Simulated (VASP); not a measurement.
# ZnO (P6_3/mmc) in VASP: further runs

One crystal, ZnO, is run at these levels: LDA; tasks: dielectric tensor.

Everything below comes from runs of VASP 6.6.1. Logs are shortened: lines on timing, memory, paths and dates and some standing lists are left out, and cuts for length are marked.

## (1) The structure

The structure is hexagonal, space group P6_3/mmc (No. 194). The conventional cell has a = 3.288 Å, b = 3.288 Å, c = 7.130 Å, α = 90.00°, β = 90.00°, γ = 120.00°. Zn (site symmetry -6m2) has 3 O at 1.90 Å as nearest neighbours. O (site symmetry -6m2) has 3 Zn at 1.90 Å as nearest neighbours.

Measurements of this composition are mostly on another form, of space group No. 186.

## (2) Dielectric tensor, LDA

The input, INCAR:

```
SYSTEM = ZnO
ALGO = Normal ; EDIFF = 1E-8
ENCUT = 280 ; GGA = CA
ISIF = 2 ; ISMEAR = 0
LASPH = .True. ; LCHARG = .False.
LEPSILON = .True. ; LREAL = .False.
LWAVE = .False. ; NELM = 100
PREC = Accurate ; SIGMA = 0.01
```

The input, KPOINTS:

```
k-points
0
Gamma
  9 9 4
  0 0 0
```

The input, POSCAR:

```
ZnO
1.0
    3.2879671587      0.0000000000      0.0000000000
   -1.6439835793      2.8474630862      0.0000000000
    0.0000000000      0.0000000000      7.1304413500
Zn O
2 2
Direct
    0.0000000000      0.0000000000      0.2500000000
    0.0000000000      0.0000000000      0.7500000000
    0.6666666667      0.3333333333      0.7500000000
    0.3333333333      0.6666666667      0.2500000000
```

Potentials or basis: VASP PAW LDA potentials, release 64 (Zn, O).

Run with:

```bash
cat potpaw_LDA.64/Zn/POTCAR potpaw_LDA.64/O/POTCAR > POTCAR
mpirun -np 1 vasp_std > vasp.out
```

OUTCAR:

```text
SYSTEM = ZnO
   EDIFF = 1E-8
   ENCUT = 280
   GGA = CA
   ISIF = 2
   ISMEAR = 0
   LASPH = .True.
   LEPSILON = .True.
   LREAL = .False.
   NELM = 100
   PREC = Accurate

 Found     36 irreducible k-points:

 Following reciprocal coordinates:
            Coordinates               Weight
  0.000000  0.000000  0.000000      1.000000
  0.111111  0.000000  0.000000      6.000000
  0.222222  0.000000  0.000000      6.000000
  0.333333  0.000000  0.000000      6.000000
  0.444444  0.000000  0.000000      6.000000
  0.111111  0.111111  0.000000      6.000000
   k-points           NKPTS =     36   k-points in BZ     NKDIM =     36   number of bands    NBANDS=     22
   number of dos      NEDOS =    301   number of ions     NIONS =      4
   total plane-waves  NPLWV =  12960
   dimension x,y,z NGX =    18 NGY =   18 NGZ =   40
   dimension x,y,z NGXF=    36 NGYF=   36 NGZF=   80
   ions per type =               2   2
   NGX,Y,Z   is equivalent  to a cutoff of   9.10,  9.10,  9.33 a.u.
   NGXF,Y,Z  is equivalent  to a cutoff of  18.20, 18.20, 18.65 a.u.
 SYSTEM =  ZnO
   PREC   = accura    normal or accurate (medium, high low for compatibility)
   ISTART =      0    job   : 0-new  1-cont  2-samecut
   ICHARG =      2    charge: 1-file 2-atom 10-const
   ISPIN  =      1    spin polarized calculation?
   LNONCOLLINEAR =      F non collinear calculations
   LSORBIT =      F    spin-orbit coupling
   LASPH  =      T    aspherical Exc in radial PAW
   ENCUT  =  280.0 eV  20.58 Ry    4.54 a.u.   4.49  4.49  9.73*2*pi/ulx,y,z
   NELM   =    100;   NELMIN=  2; NELMDL= -5     # of ELM steps
   EDIFF  = 0.1E-07   stopping-criterion for ELM
   LREAL  =      F    real-space projection
   EDIFFG = 0.1E-06   stopping-criterion for IOM
   NSW    =      0    number of steps for IOM
   IBRION =     -1    ionic relax: 0-MD 1-quasi-New 2-CG
   NFREE  =      0    steps in history (QN), initial steepest desc. (CG)
   ISIF   =      2    stress and relaxation
   ISYM   =      2    0-nonsym 1-usesym 2-fastsym
   POTIM  = 0.5000    time-step for ionic-motion
   TEBEG  =    0.0;   TEEND  =   0.0 temperature during run
   PSTRESS=    0.0 pullay stress
   NELECT =      36.0000    total number of electrons
   NUPDOWN=      -1.0000    fix difference up-down
   EMIN   =  10.00;   EMAX   =-10.00  energy-range for DOS
   EFERMI =   0.00;   METHOD = LEGACY
   ISMEAR =     0;   SIGMA  =   0.01  broadening in eV -4-tet -1-fermi 0-gaus
   EFERMI_NEDOS =   21; number of points for ismear=-14 and -15
   IALGO  =     38    algorithm
   IMIX   =      4    mixing-type and parameters
     AMIX     =   0.40;   BMIX     =  1.00
     AMIX_MAG =   1.60;   BMIX_MAG =  1.00
  volume/ion in A,a.u.               =      16.69       112.63
  Fermi-wavevector in a.u.,A,eV,Ry     =   1.332524  2.518105 24.158775  1.775620
  Thomas-Fermi vector in A             =   2.461452
   LORBIT       =      0    0 simple, 1 ext, 2 COOP (PROOUT), +10 PAW based schemes
   GGA     = CA    functional components
   LHFCALC =     F    Hartree Fock is set to
   AEXX    =    0.0000 exact exchange contribution
   IVDW    =     0    specifies the selected vdW correction
   LEPSILON=     T    determine dielectric tensor
   LRPA    =     F    only Hartree local field effects (RPA)
 non-spin polarized calculation
 Gauss-broadening in eV      SIGMA  =   0.01
  energy-cutoff  :      280.00
  volume of cell :       66.76
 maximum number of plane-waves:       733
 NGX is ok and might be reduce to    18
   NGX =  9   NGY =  9   NGZ = 19

--------------------------------------- Ionic step        1  -------------------------------------------

 number of electron      36.0000060 magnetization

 E-fermi :  -1.1049     XC(G=0):  -9.5143

 val. band max:       -1.1712769862   @ k =   0.0000   0.0000   0.2500
 cond. band min:      -0.4718679149   @ k =   0.0000   0.0000   0.0000
 fundamental gap:      0.6994090713
 Fermi energy:        -1.1049226010

 k-point     1 :       0.0000    0.0000    0.0000
  band No.  band energies     occupation
      1     -18.5634      2.00000
      2     -18.4624      2.00000
      3      -7.3449      2.00000
      4      -7.3449      2.00000
      5      -7.3441      2.00000
      6      -7.3441      2.00000
[... 14 lines left out ...]
     21       3.9781      0.00000
     22       9.6751      0.00000

 k-point     2 :       0.1111    0.0000    0.0000
  band No.  band energies     occupation
      1     -18.4965      2.00000
      2     -18.4111      2.00000
      3      -7.3689      2.00000
      4      -7.3546      2.00000
      5      -7.2639      2.00000
      6      -7.2588      2.00000
[... 14 lines left out ...]
     21       3.9485      0.00000
     22       9.5614      0.00000

 k-point     3 :       0.2222    0.0000    0.0000
  band No.  band energies     occupation
      1     -18.3446      2.00000
      2     -18.2760      2.00000
      3      -7.3906      2.00000
      4      -7.3785      2.00000
      5      -7.0344      2.00000
      6      -7.0240      2.00000
[... 14 lines left out ...]
     21       3.9090      0.00000
     22       8.7230      0.00000

 k-point     4 :       0.3333    0.0000    0.0000
  band No.  band energies     occupation
      1     -18.1682      2.00000
      2     -18.1195      2.00000
      3      -7.3103      2.00000
      4      -7.3037      2.00000
      5      -6.7241      2.00000
      6      -6.7129      2.00000
[... 14 lines left out ...]
     21       5.0954      0.00000
     22       7.4666      0.00000

 k-point     5 :       0.4444    0.0000    0.0000
  band No.  band energies     occupation
      1     -18.0433      2.00000
      2     -18.0141      2.00000
      3      -7.1517      2.00000
      4      -7.1464      2.00000
      5      -6.5227      2.00000
      6      -6.4722      2.00000
[... 14 lines left out ...]
     21       5.1608      0.00000
     22       7.3163      0.00000

 k-point     6 :       0.1111    0.1111    0.0000
  band No.  band energies     occupation
      1     -18.3895      2.00000
      2     -18.3184      2.00000
      3      -7.3930      2.00000
      4      -7.3820      2.00000
      5      -7.1049      2.00000
      6      -7.0940      2.00000
[... 14 lines left out ...]
     21       3.8900      0.00000
     22       9.2109      0.00000

 [... further k-points ...]

  FORCE on cell =-STRESS in cart. coord.  units (eV):
  Direction    XX          YY          ZZ          XY          YZ          ZX
  --------------------------------------------------------------------------------------
  -------------------------------------------------------------------------------------
  Total      -16.7254918    -16.7254918    -14.5090985     -0.0000000     -0.0000000     -0.0000000
  in kB     -401.4093575   -401.4093575   -348.2162436     -0.0000000     -0.0000000     -0.0000000
  external PRESSURE =    -383.6783195 kB  Pullay stress =       0.0000000 kB

 VOLUME and BASIS-vectors are now :
 -----------------------------------------------------------------------------
  energy-cutoff  :      280.00
  volume of cell :       66.76
      direct lattice vectors                 reciprocal lattice vectors
     3.287967159  0.000000000  0.000000000     0.304139291  0.175594901  0.000000000
    -1.643983579  2.847463086  0.000000000     0.000000000  0.351189803  0.000000000
     0.000000000  0.000000000  7.130441350     0.000000000  0.000000000  0.140243773

 POSITION                                       TOTAL-FORCE (eV/Angst)
 -----------------------------------------------------------------------------------
      0.00000      0.00000      1.78261         0.000000      0.000000     -0.000000
      0.00000      0.00000      5.34783         0.000000     -0.000000     -0.000000
      1.64398      0.94915      5.34783         0.000000     -0.000000      0.000000
     -0.00000      1.89831      1.78261        -0.000000      0.000000     -0.000000
 -----------------------------------------------------------------------------------
    total drift:                                0.000000      0.000000      0.000000

  FREE ENERGIE OF THE ION-ELECTRON SYSTEM (eV)
  ---------------------------------------------------
  free  energy   TOTEN  =       -20.0335709133 eV

  energy  without entropy=      -20.0335709133  energy(sigma->0) =      -20.03357091

 HEAD OF MICROSCOPIC STATIC DIELECTRIC TENSOR (INDEPENDENT PARTICLE, excluding Hartree and local field effects)
 ------------------------------------------------------
           6.237097     0.000000    -0.000000
           0.000000     6.237097     0.000000
           0.000000     0.000000     3.172840
 ------------------------------------------------------

 Free energy of the ion-electron system (eV)
  ---------------------------------------------------
  ---------------------------------------------------
  free energy    TOTEN  =        -0.96797655 eV

  energy without entropy =       -0.96797655

------------------------ aborting loop because EDIFF is reached ----------------------------------------

--------------------------------------- Ionic step        2  -------------------------------------------

------------------------ aborting loop because EDIFF is reached ----------------------------------------

--------------------------------------- Ionic step        3  -------------------------------------------

 Free energy of the ion-electron system (eV)
  ---------------------------------------------------
  ---------------------------------------------------
  free energy    TOTEN  =        -0.36608848 eV

  energy without entropy =       -0.36608848

------------------------ aborting loop because EDIFF is reached ----------------------------------------

 PIEZOELECTRIC TENSOR FIELD DIRECTION 3  (e Angst)
 -----------------------------------------------------------------------------
     0.00055  0.00000  0.00000           (  0.00001  0.00000  0.00000)
     0.00000  0.00055  0.00000           (  0.00000  0.00001  0.00000)
     0.00000 -0.00000 -0.00075           (  0.00000  0.00000 -0.00000)

 PIEZOELECTRIC TENSOR FIELD DIRECTION 3  (C/m^2)
 -----------------------------------------------------------------------------
     0.00013  0.00000  0.00000
     0.00000  0.00013  0.00000
     0.00000 -0.00000 -0.00018

 MACROSCOPIC STATIC DIELECTRIC TENSOR (including local field effects in DFT)
 ------------------------------------------------------
           6.106987     0.000000     0.000000
           0.000000     6.106987     0.000000
          -0.000000    -0.000000     2.835812
 ------------------------------------------------------

 PIEZOELECTRIC TENSOR (including local field effects)  for field in x, y, z        (e  Angst)
          XX          YY          ZZ          XY          YZ          ZX
  --------------------------------------------------------------------------------
  x     0.00000     0.00000     0.00000     0.00000     0.00000     0.00000
  y     0.00000     0.00000     0.00000     0.00000     0.00000     0.00000
  z     0.00000     0.00000     0.00000     0.00000     0.00000     0.00000

 PIEZOELECTRIC TENSOR (including local field effects)  for field in x, y, z        (C/m^2)
          XX          YY          ZZ          XY          YZ          ZX
  --------------------------------------------------------------------------------
  x     0.00000     0.00000     0.00000     0.00000     0.00000     0.00000
  y     0.00000     0.00000     0.00000     0.00000     0.00000     0.00000
  z     0.00000     0.00000     0.00000     0.00000     0.00000     0.00000

 BORN EFFECTIVE CHARGES (including local field effects) (in |e|, cummulative output)
 ---------------------------------------------------------------------------------
 ion    1
    1     2.52555     0.00000     0.00000
    2     0.00000     2.52555     0.00000
    3     0.00000     0.00000     0.83140
 ion    2
    1     2.52555     0.00000     0.00000
    2     0.00000     2.52555     0.00000
    3     0.00000     0.00000     0.83140
 ion    3
    1    -2.52555    -0.00000     0.00000
    2    -0.00000    -2.52555     0.00000
    3     0.00000    -0.00000    -0.83140
 ion    4
    1    -2.52555    -0.00000     0.00000
    2    -0.00000    -2.52555     0.00000
    3     0.00000    -0.00000    -0.83140
```

It took 96 s on 1 thread of Intel Xeon 6975P-C (Granite Rapids), shared host; peak memory 0.22 GiB.

The run converged, but a check on its numbers failed (symmetry, net force, bounds or a known fault of this set-up), so they aren't taken as properties of the crystal.

Caveat: the cutoff lies under the usual one of these potentials, so the numbers hold a large basis-set error; the gap is small at this level, which inflates the dielectric constant; an odd mesh through Γ misses points on the zone boundary, where band edges often lie.

## (3) Dielectric tensor, LDA

INCAR, as its differences from that of step 2:

```diff
@@ -2,3 +2,3 @@
 ALGO = Normal ; EDIFF = 1E-8
-ENCUT = 280 ; GGA = CA
+ENCUT = 650 ; GGA = CA
 ISIF = 2 ; ISMEAR = 0
```

The input, KPOINTS:

```
k-points
0
Gamma
  6 6 3
  0 0 0
```

POSCAR is that of step 2.

Potentials or basis: VASP PAW LDA potentials, release 64 (Zn, O).

Run with:

```bash
cat potpaw_LDA.64/Zn/POTCAR potpaw_LDA.64/O/POTCAR > POTCAR
mpirun -np 1 vasp_std > vasp.out
```

OUTCAR:

```text
SYSTEM = ZnO
   EDIFF = 1E-8
   ENCUT = 650
   GGA = CA
   ISIF = 2
   ISMEAR = 0
   LASPH = .True.
   LEPSILON = .True.
   LREAL = .False.
   NELM = 100
   PREC = Accurate

 Found     14 irreducible k-points:

 Following reciprocal coordinates:
            Coordinates               Weight
  0.000000  0.000000  0.000000      1.000000
  0.166667 -0.000000  0.000000      6.000000
  0.333333  0.000000  0.000000      6.000000
  0.500000  0.000000  0.000000      3.000000
  0.166667  0.166667  0.000000      6.000000
  0.333333  0.166667  0.000000     12.000000
   k-points           NKPTS =     14   k-points in BZ     NKDIM =     14   number of bands    NBANDS=     22
   number of dos      NEDOS =    301   number of ions     NIONS =      4
[... 297 lines left out ...]
           9.013775     0.000000     0.000000
           0.000000     9.013775    -0.000000
           0.000000    -0.000000     2.899501
 ------------------------------------------------------

 PIEZOELECTRIC TENSOR (including local field effects)  for field in x, y, z        (e  Angst)
          XX          YY          ZZ          XY          YZ          ZX
  --------------------------------------------------------------------------------
  x     0.00000     0.00000     0.00000     0.00000     0.00000     0.00000
  y     0.00000     0.00000     0.00000     0.00000     0.00000     0.00000
  z     0.00000     0.00000     0.00000     0.00000     0.00000     0.00000

 PIEZOELECTRIC TENSOR (including local field effects)  for field in x, y, z        (C/m^2)
          XX          YY          ZZ          XY          YZ          ZX
  --------------------------------------------------------------------------------
  x     0.00000     0.00000     0.00000     0.00000     0.00000     0.00000
  y     0.00000     0.00000     0.00000     0.00000     0.00000     0.00000
  z     0.00000     0.00000     0.00000     0.00000     0.00000     0.00000

 BORN EFFECTIVE CHARGES (including local field effects) (in |e|, cummulative output)
 ---------------------------------------------------------------------------------
 ion    1
    1     2.74433     0.00000     0.00000
    2     0.00000     2.74433     0.00000
    3    -0.00000     0.00000     0.86784
 ion    2
    1     2.74433     0.00000     0.00000
    2     0.00000     2.74433     0.00000
    3     0.00000     0.00000     0.86784
 ion    3
    1    -2.74433    -0.00000     0.00000
    2    -0.00000    -2.74433     0.00000
    3    -0.00000     0.00000    -0.86784
 ion    4
    1    -2.74433    -0.00000     0.00000
    2    -0.00000    -2.74433     0.00000
    3    -0.00000    -0.00000    -0.86784
```

Run time: 2.6 min. Hardware: 1 thread of Intel Xeon 6975P-C (Granite Rapids), shared host; peak memory 0.29 GiB.

These settings aren't checked as converged: the numbers below hold their error.

What came out:

```yaml
Band_gap_on_the_k_mesh: 0.76 eV, direct
Electronic_dielectric_tensor_diagonal: 9.01, 9.01, 2.90
Born_charges_mean_of_the_diagonal: Zn +2.12; O -2.12 e
```

[end of part 1 of 2]
